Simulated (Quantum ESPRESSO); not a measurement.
## Au under changes of volume

One of the cells (16.855 Å³/atom); the others are scaled copies at fixed shape and fractional positions:

```
Au
1.0
     0.00000    2.03500    2.03500
     2.03500    0.00000    2.03500
     2.03500    2.03500    0.00000
Au
1
Cartesian
  0.0000 0.0000 0.0000
```

```yaml
Program: Quantum ESPRESSO 7.5
Functional: r2SCAN
Dispersion: rVV10
Potentials_or_basis: SG15 PBE 1.2
Cutoff: 952 eV
Density_cutoff: 3810 eV
k_mesh: 8 × 8 × 8
Occupations: fermi-dirac, width 0.05 eV
Spin: no spin polarisation
```

```csv
volume (Å³/atom),energy over the lowest point (meV/atom),pressure (GPa)
15.843,?,?
16.181,51.15,14.6
16.518,25.35,9.8
16.855,8.98,5.6
17.192,0.86,1.9
17.529,0.00,-1.3
17.866,5.50,-4.1
```

Problem. What does the run at 15.843 Å³/atom give?

Solution. Energy over the lowest point 87.64 meV/atom; pressure 20.0 GPa.

Worked out: A Birch-Murnaghan fit of order 3 (a polynomial in V^(-2/3)) to the other rows has its minimum at 17.40 Å³/atom with B0 = V·E''(V) = 164 GPa and B' = 5.8. It gives 87.80 meV/atom at 15.843 Å³/atom, against the run's 87.64, and -dE/dV = 20.2 GPa, against 20.0.

Energies are extrapolated to zero smearing.

Caveats: the potentials were made for another functional, which shifts forces and pressure; rVV10's parameter b was fitted to another functional.
